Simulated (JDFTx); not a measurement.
# Sb (P-1) in JDFTx: convergence with n bands

Aim: find how far n bands must go before the results for Sb settle, at PBEsol. This setting moves, with any that are tied to it; all else stays.

All numbers are computed with JDFTx 1.7.0 (patched build); they aren't measurements. Logs are shortened: lines on timing, memory, paths and dates and some standing lists are left out, and cuts for length are marked. The log counts tension as positive stress, the text compression.

### 1 The cell of the first run

The typed cell holds 1 atom: a = 3.149 Å, b = 3.175 Å, c = 3.158 Å, α = 89.40°, β = 90.99°, γ = 91.22°.

This isn't the form of Sb at room conditions, which is rhombohedral.

The cell isn't the ideal one: cell strained at random at fixed volume.

### 2 With n bands 9

Input file Sb.in:

```
lattice \
    5.9503941877    -0.0633568478    -0.0513514177 \
   -0.0633568478     5.9986105497     0.0312674085 \
   -0.0513514177     0.0312674085     5.9669708652
coords-type Lattice
ion Sb     0.0013640000     0.0010940000    -0.0018370000 1

ion-species pseudo/Sb.upf
elec-cutoff 40
elec-ex-corr gga-PBEsol
kpoint-folding 6 6 6
elec-smearing Fermi 0.0018374661
elec-n-bands 9
electronic-SCF nIterations 100 energyDiffThreshold 1e-09
electronic-minimize nIterations 30 energyDiffThreshold 1e-7
converge-empty-states yes
forces-output-coords Cartesian

dump-name run.$VAR
dump End Ecomponents EigStats BandEigs Kpoints Forces Stress
```

Potentials or basis: PseudoDojo-SR-PBEsol-0.4.1-standard.

On the command line:

```
jdftx -c 1 -i Sb.in -o Sb.out
```

The log of the run:

```text
*************** JDFTx 1.7.0 (patched build) ***************

Input parsed successfully to the following command list (including defaults):

basis kpoint-dependent
converge-empty-states yes
coords-type Lattice
core-overlap-check vector
coulomb-interaction Periodic
davidson-band-ratio 1.1
dump End Forces BandEigs EigStats Ecomponents Stress Kpoints
dump-name run.$VAR
elec-cutoff 40
elec-eigen-algo Davidson
elec-ex-corr gga-PBEsol
elec-n-bands 9 1
elec-smearing Fermi 0.00183747
electronic-minimize  \
	dirUpdateScheme      FletcherReeves \
	linminMethod         DirUpdateRecommended \
	nIterations          30 \
	history              15 \
	knormThreshold       0 \
	maxThreshold         no \
	energyDiffThreshold  1e-07 \
	nEnergyDiff          2 \
	convergeAll          no \
	alphaTstart          1 \
	alphaTmin            1e-10 \
	updateTestStepSize   yes \
	alphaTreduceFactor   0.1 \
	alphaTincreaseFactor 3 \
	nAlphaAdjustMax      3 \
	wolfeEnergy          0.0001 \
	wolfeGradient        0.9 \
	abortOnFailedStep    no \
	fdTest               no
electronic-scf  \
	nIterations	100 \
	energyDiffThreshold	1e-09 \
	residualThreshold	1e-07 \
	mixFraction	0.5 \
	qMetric	0.8 \
	history	10 \
	nEigSteps	2 \
	eigDiffThreshold	1e-08 \
	mixedVariable	Density \
	qKerker	0.8 \
	qKappa	-1 \
	verbose	no \
	mixFractionMag	1.5
exchange-regularization WignerSeitzTruncated
fluid None
fluid-ex-corr lda-TF lda-PZ
fluid-gummel-loop 10 1.000000e-05
fluid-minimize  \
	dirUpdateScheme      PolakRibiere \
	linminMethod         DirUpdateRecommended \
	nIterations          100 \
	history              15 \
	knormThreshold       0 \
	maxThreshold         no \
	energyDiffThreshold  0 \
	nEnergyDiff          2 \
	convergeAll          no \
	alphaTstart          1 \
	alphaTmin            1e-10 \
	updateTestStepSize   yes \
	alphaTreduceFactor   0.1 \
	alphaTincreaseFactor 3 \
	nAlphaAdjustMax      3 \
	wolfeEnergy          0.0001 \
	wolfeGradient        0.9 \
	abortOnFailedStep    no \
	fdTest               no
fluid-solvent H2O 55.338 ScalarEOS \
	epsBulk 78.4 \
	pMol 0.92466 \
	epsInf 1.77 \
[... 90 lines left out ...]

---------- Exchange Correlation functional ----------
Initalized PBEsol GGA exchange.
Initalized PBEsol GGA correlation.

---------- Setting up pseudopotentials ----------
Width of ionic core gaussian charges (only for fluid interactions / plotting) set to 0

Reading pseudopotential file 'pseudo/Sb.upf':
  'Sb' pseudopotential, 'PBESOL' functional
  Generated using ONCVPSP code by D. R. Hamann
  15 valence electrons, 3 orbitals, 6 projectors, 1001 radial grid points, with lMax = 2
    4D    l: 2   occupation: 10.0   eigenvalue: -1.229265
    5S    l: 0   occupation:  2.0   eigenvalue: -0.473197
    5P    l: 1   occupation:  3.0   eigenvalue: -0.178030
  Core radius for overlap checks: 2.05 bohrs.

Initialized 1 species with 1 total atoms.

Folded 1 k-points by 6x6x6 to 216 k-points.

---------- Setting up k-points, bands, fillings ----------
Reduced to 112 k-points under symmetry.
Computing the number of bands and number of electrons
Calculating initial fillings.
nElectrons:  15.000000   nBands: 9   nStates: 112

----- Setting up reduced wavefunction bases (one per k-point) -----
average nbasis = 2572.829 , ideal nbasis = 2573.012

---------- Setting up ewald sum ----------
Optimum gaussian width for ewald sums = 2.382299 bohr.
Real space sum over 1331 unit cells with max indices [  5  5  5  ]
Reciprocal space sum over 1331 terms with max indices [  5  5  5  ]

---------- Allocating electronic variables ----------
Initializing wave functions:  linear combination of atomic orbitals
Sb pseudo-atom occupations:   s ( 2 )  p ( 3 )  d ( 10 )
	FillingsUpdate:  mu: +0.367034343  nElectrons: 15.000000
LCAOMinimize: Iter:   0  F: -80.3159034999332277  |grad|_K:  5.535e-06  alpha:  1.000e+00
	FillingsUpdate:  mu: +0.367030482  nElectrons: 15.000000
LCAOMinimize: Iter:   1  F: -80.3159036602268799  |grad|_K:  4.084e-07  alpha:  9.347e-01  linmin: -4.465e-04  cgtest:  1.593e-02
	FillingsUpdate:  mu: +0.367030537  nElectrons: 15.000000
LCAOMinimize: Iter:   2  F: -80.3159036610797870  |grad|_K:  1.177e-08  alpha:  9.119e-01  linmin: -4.958e-04  cgtest: -1.656e-02
LCAOMinimize: Converged (|Delta F|<1.000000e-06 for 2 iters).

-------- Electronic minimization -----------
Will mix electronic density at each iteration.
	FillingsUpdate:  mu: +0.367030537  nElectrons: 15.000000
	FillingsUpdate:  mu: +0.354979799  nElectrons: 15.000000
SCF: Cycle:  0   F: -80.336399907112025   dF: -2.050e-02   |Residual|: 1.518e-02   |deigs|: 7.443e-03
	FillingsUpdate:  mu: +0.354156320  nElectrons: 15.000000
SCF: Cycle:  1   F: -80.336930196707598   dF: -5.303e-04   |Residual|: 8.957e-03   |deigs|: 5.748e-03
	FillingsUpdate:  mu: +0.353460229  nElectrons: 15.000000
SCF: Cycle:  2   F: -80.336992533061036   dF: -6.234e-05   |Residual|: 1.932e-03   |deigs|: 5.251e-03
	FillingsUpdate:  mu: +0.353661312  nElectrons: 15.000000
SCF: Cycle:  3   F: -80.336999896526606   dF: -7.363e-06   |Residual|: 9.806e-04   |deigs|: 1.495e-03
	FillingsUpdate:  mu: +0.353595038  nElectrons: 15.000000
SCF: Cycle:  4   F: -80.337002309933411   dF: -2.413e-06   |Residual|: 2.652e-04   |deigs|: 4.970e-04
	FillingsUpdate:  mu: +0.353593862  nElectrons: 15.000000
SCF: Cycle:  5   F: -80.337002821754510   dF: -5.118e-07   |Residual|: 8.801e-05   |deigs|: 2.142e-04
	FillingsUpdate:  mu: +0.353601518  nElectrons: 15.000000
SCF: Cycle:  6   F: -80.337003027179506   dF: -2.054e-07   |Residual|: 2.160e-05   |deigs|: 4.329e-04
	FillingsUpdate:  mu: +0.353602437  nElectrons: 15.000000
SCF: Cycle:  7   F: -80.337003129819365   dF: -1.026e-07   |Residual|: 2.774e-05   |deigs|: 1.388e-04
	FillingsUpdate:  mu: +0.353602836  nElectrons: 15.000000
SCF: Cycle:  8   F: -80.337003180376684   dF: -5.056e-08   |Residual|: 2.160e-05   |deigs|: 1.595e-04
	FillingsUpdate:  mu: +0.353603450  nElectrons: 15.000000
SCF: Cycle:  9   F: -80.337003208113444   dF: -2.774e-08   |Residual|: 4.684e-06   |deigs|: 1.683e-04
	FillingsUpdate:  mu: +0.353602993  nElectrons: 15.000000
SCF: Cycle: 10   F: -80.337003220703465   dF: -1.259e-08   |Residual|: 4.792e-06   |deigs|: 1.361e-04
	FillingsUpdate:  mu: +0.353602821  nElectrons: 15.000000
SCF: Cycle: 11   F: -80.337003228079439   dF: -7.376e-09   |Residual|: 1.170e-06   |deigs|: 1.300e-04
	FillingsUpdate:  mu: +0.353602632  nElectrons: 15.000000
SCF: Cycle: 12   F: -80.337003231913059   dF: -3.834e-09   |Residual|: 1.257e-06   |deigs|: 1.055e-04
	FillingsUpdate:  mu: +0.353602766  nElectrons: 15.000000
SCF: Cycle: 13   F: -80.337003234202811   dF: -2.290e-09   |Residual|: 4.084e-07   |deigs|: 9.846e-05
	FillingsUpdate:  mu: +0.353602719  nElectrons: 15.000000
SCF: Cycle: 14   F: -80.337003235634441   dF: -1.432e-09   |Residual|: 5.407e-07   |deigs|: 8.655e-05
	FillingsUpdate:  mu: +0.353602712  nElectrons: 15.000000
SCF: Cycle: 15   F: -80.337003236533562   dF: -8.991e-10   |Residual|: 2.397e-07   |deigs|: 6.674e-05
	FillingsUpdate:  mu: +0.353602681  nElectrons: 15.000000
SCF: Cycle: 16   F: -80.337003237098941   dF: -5.654e-10   |Residual|: 3.591e-07   |deigs|: 5.082e-05
SCF: Converged (|Delta E|<1.000000e-09 for 2 iters).

Setting wave functions to eigenvectors of Hamiltonian
Converging empty states (this may take a while): |deigs|: 8.733e-04

# Stress tensor in Cartesian coordinates [Eh/a0^3]:
[  0.000126155 -1.07299e-05 -9.59892e-06  ]
[ -1.07299e-05  0.000145528  5.21003e-06  ]
[ -9.59892e-06  5.21003e-06  0.000135578  ]

# Ionic positions in lattice coordinates:
ion Sb   0.001364000000000   0.001094000000000  -0.001837000000000 1

# Forces in Cartesian coordinates:
force Sb   0.000000000000000   0.000000000000000   0.000000000000000 1

# Energy components:
   Eewald =      -53.4546476351090689
       EH =       22.2872849450927468
     Eloc =      -71.0912268591908827
      Enl =      -19.1712459046097727
      Exc =      -22.4860039373226819
 Exc_core =       10.4447327912011332
       KE =       53.1343073251167155
-------------------------------------
     Etot =      -80.3367992748218285
       TS =        0.0002039622771151
-------------------------------------
        F =      -80.3370032370989406

IonicMinimize: Iter:   0  F: -80.337003237098941  |grad|_K:  0.000e+00
IonicMinimize: Converged (|grad|_K<1.000000e-04).

#--- Lowdin population analysis ---
# oxidation-state Sb +0.030

Dumping 'run.eigStats' ...
	eMin: -0.720594 at state 0 ( [ +0.000000 +0.000000 +0.000000 ] spin 0 )
	HOMO: +0.352246 at state 83 ( [ +0.333333 -0.333333 +0.500000 ] spin 0 )
	mu  : +0.353603
	LUMO: +0.354586 at state 26 ( [ +0.166667 +0.166667 +0.000000 ] spin 0 )
	eMax: +0.553245 at state 68 ( [ +0.333333 +0.333333 +0.000000 ] spin 0 )
	HOMO-LUMO gap: +0.002340
	Optical gap  : +0.088082 at state 110 ( [ +0.500000 +0.500000 +0.333333 ] spin 0 )
Done!
```

Wall time 82 s (1 thread of Intel Xeon 6975P-C (Granite Rapids), shared host); peak memory 0.16 GiB.

What came out:

- Free energy: -2186.0812 eV
- Pressure: -4.0 GPa
- Band gap on the k mesh: none (metal or under the smearing width)

### 3 With n bands 10

Sb.in: that of step 2 with these lines changed.

```diff
@@ -12,3 +12,3 @@
 elec-smearing Fermi 0.0018374661
-elec-n-bands 9
+elec-n-bands 10
 electronic-SCF nIterations 100 energyDiffThreshold 1e-09
```

Potentials or basis: PseudoDojo-SR-PBEsol-0.4.1-standard.

On the command line:

```
jdftx -c 1 -i Sb.in -o Sb.out
```

It took 58 s on 1 thread of Intel Xeon 6975P-C (Granite Rapids), shared host; peak memory 0.16 GiB.

What came out:

| Quantity | Value |
| --- | --- |
| Free energy | -2186.0812 eV |
| Pressure | -4.0 GPa |
| Band gap on the k mesh | none (metal or under the smearing width) |

### 4 With n bands 11

Sb.in: that of step 3 with these lines changed.

```diff
@@ -12,3 +12,3 @@
 elec-smearing Fermi 0.0018374661
-elec-n-bands 10
+elec-n-bands 11
 electronic-SCF nIterations 100 energyDiffThreshold 1e-09
```

On the command line:

```
jdftx -c 1 -i Sb.in -o Sb.out
```

It took 61 s on 1 thread of Intel Xeon 6975P-C (Granite Rapids), shared host; peak memory 0.17 GiB.

What came out:

* Free energy: -2186.0812 eV
* Pressure: -4.0 GPa
* Band gap on the k mesh: none (metal or under the smearing width)

### 5 With n bands 12

Sb.in: that of step 4 with these lines changed.

```diff
@@ -12,3 +12,3 @@
 elec-smearing Fermi 0.0018374661
-elec-n-bands 11
+elec-n-bands 12
 electronic-SCF nIterations 100 energyDiffThreshold 1e-09
```

On the command line:

```
jdftx -c 1 -i Sb.in -o Sb.out
```

Run time: 66 s. Hardware: 1 thread of Intel Xeon 6975P-C (Granite Rapids), shared host; peak memory 0.17 GiB.

What came out:

- Free energy: -2186.0812 eV
- Pressure: -4.0 GPa
- Band gap on the k mesh: none (metal or under the smearing width)

### 6 With n bands 14

Sb.in: that of step 5 with these lines changed.

```diff
@@ -12,3 +12,3 @@
 elec-smearing Fermi 0.0018374661
-elec-n-bands 12
+elec-n-bands 14
 electronic-SCF nIterations 100 energyDiffThreshold 1e-09
```

Potentials or basis: PseudoDojo-SR-PBEsol-0.4.1-standard.

On the command line:

```
jdftx -c 1 -i Sb.in -o Sb.out
```

Run time: 72 s. Hardware: 1 thread of Intel Xeon 6975P-C (Granite Rapids), shared host; peak memory 0.18 GiB.

The run converged. Its results:

| Item | Value |
| --- | --- |
| Free energy | -2186.0812 eV |
| Pressure | -4.0 GPa |
| Band gap on the k mesh | none (metal or under the smearing width) |

### 7 With n bands 18

Sb.in: that of step 6 with these lines changed.

```diff
@@ -12,3 +12,3 @@
 elec-smearing Fermi 0.0018374661
-elec-n-bands 14
+elec-n-bands 18
 electronic-SCF nIterations 100 energyDiffThreshold 1e-09
```

On the command line:

```
jdftx -c 1 -i Sb.in -o Sb.out
```

Run time: 80 s. Hardware: 1 thread of Intel Xeon 6975P-C (Granite Rapids), shared host; peak memory 0.2 GiB.

It converged, with:

```
Free energy            : -2186.0812 eV
Pressure               : -4.0 GPa
Band gap on the k mesh : none (metal or under the smearing width)
```

### 8 With n bands 24

Sb.in: that of step 7 with these lines changed.

```diff
@@ -12,3 +12,3 @@
 elec-smearing Fermi 0.0018374661
-elec-n-bands 18
+elec-n-bands 24
 electronic-SCF nIterations 100 energyDiffThreshold 1e-09
```

On the command line:

```
jdftx -c 1 -i Sb.in -o Sb.out
```

Run time: 1.7 min. Hardware: 1 thread of Intel Xeon 6975P-C (Granite Rapids), shared host; peak memory 0.25 GiB.

Results (log left out):

```yaml
Free_energy: -2186.0812 eV
Pressure: -4.0 GPa
Band_gap_on_the_k_mesh: none (metal or under the smearing width)
```

### 9 The series at a glance

```
n bands  energy less the tightest run, at zero smearing (meV/atom)  SCF cycles  CPU time (s)  peak memory (GiB)
      9                                                       0.00          17            82               0.16
     10                                                       0.00          13            58               0.16
     11                                                       0.00          12            61               0.17
     12                                                       0.00          12            66               0.17
     14                                                       0.00          11            72               0.18
     18                                                       0.00          11            80                0.2
     24                                                       0.00           9           100               0.25
```

Against the tightest run, the energy stays within 1 meV/atom from 9 on. The tightest run that finished is the yardstick and may itself not be fully converged.

Caveats: the empty levels aren't tightly converged.
